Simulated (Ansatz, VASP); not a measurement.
# ZnSe: VASP beside Ansatz

Contents of POSCAR:

```
ZnSe
1.0
    0.0000000000      2.8167247235      2.8167247235
    2.8167247235      0.0000000000      2.8167247235
    2.8167247235      2.8167247235      0.0000000000
Zn Se
1 1
Direct
    0.0000000000      0.0000000000      0.0000000000
    0.2500000000      0.2500000000      0.2500000000
```

Contents of INCAR.step1:

```
PREC = Accurate
ENCUT = 520
ISMEAR = 0
SIGMA = 0.02
LREAL = False
LASPH = True
NELM = 60
NBANDS = 16
GGA = PE
ALGO = Normal
EDIFF = 1E-4
LWAVE = True
LCHARG = False
```

File INCAR.step2:

```
PREC = Accurate
ENCUT = 520
EDIFF = 1E-6
ISMEAR = 0
SIGMA = 0.02
LREAL = False
LASPH = True
NELM = 60
ALGO = Normal
ISIF = 2
LWAVE = False
LCHARG = True
METAGGA = R2SCAN
LMIXTAU = True
LELF = True
LVHAR = True
NBANDS = 16
ISTART = 1
```

Contents of KPOINTS:

```
regular mesh
0
Gamma
  8 8 8
```

Input for Ansatz:

```yaml
crystal:
  lattice:
    - [0.0, 2.8167247235, 2.8167247235]
    - [2.8167247235, 0.0, 2.8167247235]
    - [2.8167247235, 2.8167247235, 0.0]
  atoms:
    - { symbol: Zn, position: [0.0, 0.0, 0.0] }
    - { symbol: Se, position: [0.25, 0.25, 0.25] }
basis:
  ecutwfc: 500
kpoints:
  mp_grid: { grid: [8, 8, 8] }
hamiltonian:
  xc: r2scan
  pseudopotentials: { kind: paw, azcp: { folder: soft_1 } }
scf:
  occupations: { method: gaussian, width: 0.02 }
output:
  forces: true
  stress: true
  eigenvalues: true
```

Alike in both runs: task single point; functional r2SCAN; k mesh 8 × 8 × 8; occupations gaussian, width 0.02 eV; no spin polarisation.

|  | VASP | Ansatz |
| --- | --- | --- |
| version | VASP 6.6.1 | Ansatz 0.2.0 |
| potentials or method | VASP PAW PBE potentials, release 64 (Zn, Se) | scalar-relativistic, plane waves, PAW |
| plane-wave cutoff (eV) | 520 | 500 |
| valence electrons in the cell | 18 | 28 |

|  | VASP | Ansatz | Ansatz less VASP |
| --- | --- | --- | --- |
| gap on the k mesh at the Fermi level (eV) | 1.95 | 1.94 | -0.010 |
| least direct gap on the mesh (eV) | 1.95 | 1.94 | -0.010 |
| pressure (GPa) | 1.3 | 1.2 | -0.09 |

The two sets of potentials don't hold the same shells in valence.

Caveats: the PAW data sets were made with another functional, which shifts forces and pressure a little (VASP). r2SCAN opens gaps a little over a GGA but as a rule still falls short of measured ones.
